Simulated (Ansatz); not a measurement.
# Zr: energies, forces and stress near the listed structure

A set of self-consistent runs on Zr under random distortions, further strains and shifts, to map its energy surface near the listed cell.

Computed with Ansatz 0.2.0 (DFT PBEsol, scalar-relativistic, plane waves, PAW, unless a step's input says otherwise).

1 further run of the same task is left out (set aside as unsound or not needed).

## 1. The system as given

The structure is cubic, space group Im-3m (No. 229). Conventional cell: a = 3.620 Å, b = 3.620 Å, c = 3.620 Å, α = 90.00°, β = 90.00°, γ = 90.00°. Zr (site symmetry m-3m) has 8 Zr at 3.14 Å as nearest neighbours.

Coordinates:

```cif
data_structure
_symmetry_space_group_name_H-M 'P 1'
_symmetry_Int_Tables_number 1
_cell_length_a 3.1350
_cell_length_b 3.1350
_cell_length_c 3.1350
_cell_angle_alpha 109.471
_cell_angle_beta 109.471
_cell_angle_gamma 109.471
_cell_volume 23.72
loop_
_atom_site_label
_atom_site_type_symbol
_atom_site_fract_x
_atom_site_fract_y
_atom_site_fract_z
_atom_site_occupancy
Zr1 Zr 0.00000 0.00000 0.00000 1
```

The structure comes from the Crystallography Open Database.

## 2. A distortion of lower symmetry

The change: strain xx, yy, zz, yz, xz, xy = +1.7, +1.7, +1.7, -1.0, -1.0, +1.0 %.

input.yaml reads:

```yaml
crystal:
  lattice:
    - [-1.8403537, 1.8041537, 1.8403537]
    - [1.8041537, -1.8403537, 1.8403537]
    - [1.8765537, 1.8765537, -1.8765537]
  atoms:
    - { symbol: Zr, position: [0.0, 0.0, 0.0] }
basis:
  ecutwfc: 420
kpoints:
  mp_grid: { grid: [15, 15, 15] }
hamiltonian:
  xc: pbesol
scf:
  occupations: { method: gaussian, width: 0.1 }
output:
  forces: true
  stress: true
  eigenvalues: true
```

## 3. A change within a subgroup

input.yaml reads:

```yaml
crystal:
  lattice:
    - [-1.7926059, 1.8179459, 1.8665987]
    - [1.8179459, -1.7926059, 1.8665987]
    - [1.6980515, 1.6980515, -1.8412587]
  atoms:
    - { symbol: Zr, position: [0.0, 0.0, 0.0] }
basis:
  ecutwfc: 420
kpoints:
  mp_grid: { grid: [14, 14, 16] }
hamiltonian:
  xc: pbesol
scf:
  occupations: { method: gaussian, width: 0.1 }
output:
  forces: true
  stress: true
  eigenvalues: true
```

## 4. A random distortion, cell strained

input.yaml reads:

```yaml
crystal:
  lattice:
    - [-1.7911036, 1.7883886, 1.8204618]
    - [1.773438, -1.7764426, 1.7908502]
    - [1.7834292, 1.7687682, -1.8085158]
  atoms:
    - { symbol: Zr, position: [0.0, 0.0, 0.0] }
basis:
  ecutwfc: 420
kpoints:
  mp_grid: { grid: [14, 14, 14] }
hamiltonian:
  xc: pbesol
scf:
  occupations: { method: gaussian, width: 0.1 }
output:
  forces: true
  stress: true
  eigenvalues: true
```

What does the calculation give? Wanted: for each run, case; energy; pressure; largest force.

As calculated:

```
step                                case  energy (meV/atom)  pressure (GPa)  largest force (eV/Å)  gap on the mesh (eV)
   2      a distortion of lower symmetry               +0.0           -10.0                  0.00                  0.00
   3          a change within a subgroup             -87.6*            -4.7                  0.00                  0.00
   4  a random distortion, cell strained             -98.8*            -4.0                  0.00                  0.00
```

Energies are counted from step 2, with the smearing taken to zero; a star marks another k mesh, which can shift energies by itself, so starred rows don't rank against the others. A gap of 0.00 means none on the mesh at this level.

What this shows: With one atom in the cell, moving it shifts the whole crystal, so no force arises from that. The distorted cells of the listed formula and level show no gap on the mesh.
